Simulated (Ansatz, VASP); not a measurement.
**Two plane-wave programs on Pd**

Contents of INCAR:

```
PREC = Accurate ; ENCUT = 600
EDIFF = 1E-7 ; ISMEAR = -1
SIGMA = 0.05 ; LREAL = False
LASPH = True ; NELM = 80
ALGO = Fast ; ISIF = 3
LWAVE = False ; LCHARG = False
GGA = RP ; IVDW = 13
IBRION = 2 ; NSW = 60
EDIFFG = -0.01
```

File KPOINTS:

```
Automatic mesh
0
Gamma
  12 12 12
```

POSCAR

```
Pd
1.0
   -1.5722810000      1.5722810000      1.5722810000
    1.5722810000     -1.5722810000      1.5722810000
    1.5722810000      1.5722810000     -1.5722810000
Pd
1
Direct
    0.0000000000      0.0000000000      0.0000000000
```

Contents of input.yaml:

```yaml
crystal:
  lattice:
    - [-1.572281, 1.572281, 1.572281]
    - [1.572281, -1.572281, 1.572281]
    - [1.572281, 1.572281, -1.572281]
  atoms:
    - { symbol: Pd, position: [0.0, 0.0, 0.0] }
hamiltonian:
  xc: rpbe
  pseudopotentials: { kind: paw }
  dispersion: d4
kpoints:
  mp_grid: { grid: [12, 12, 12] }
scf:
  occupations: { method: fermi_dirac, width: 0.05 }
output:
  forces: true
  stress: true
  eigenvalues: true
relax:
  f_tol: 0.01
  max_steps: 40
  cell: { stress_tol: 0.05 }
```

This isn't the form of Pd at room conditions, which is fcc.

Alike in both runs: task relaxation of cell and atoms; functional RPBE; dispersion D4; k mesh 12 × 12 × 12; occupations fermi-dirac, width 0.05 eV; no spin polarisation.

```csv
,VASP,Ansatz
version,VASP 6.6.1,Ansatz 0.2.0
potentials or method,"VASP PAW PBE potentials, release 64 (Pd)",Ansatz PAW
plane-wave cutoff (eV),600,420
valence electrons in the cell,10,18
```

Ansatz gave:

| Quantity | Value |
| --- | --- |
| gap on the k mesh at the Fermi level, each at its own relaxed structure (eV) | none |
| relaxed volume (Å³/atom) | 15.04 |
| relaxed cell length with the largest relative difference (Å) | 2.693 |
| energy change over the relaxation (meV/atom) | -9 |

Problem. Which values does VASP return?

Solution. gap on the k mesh at the Fermi level, each at its own relaxed structure (eV): none; relaxed volume (Å³/atom): 15.01; relaxed cell length with the largest relative difference (Å): 2.692; energy change over the relaxation (meV/atom): -10.

A gap of «none» marks a metal or a gap that the smearing closes. The two sets of potentials don't hold the same shells in valence.

Caveats: pairwise dispersion overbinds metals, which lowers pressure and volume; the PAW data sets were made with another functional, which shifts forces and pressure a little (VASP); the plane-wave basis is chosen anew once the cell has moved, so the energies of steps on either side of that aren't comparable (Ansatz); the PAW data sets come from PBE, with cores solved anew for the run's functional, which leaves a small shift of forces and pressure (Ansatz).
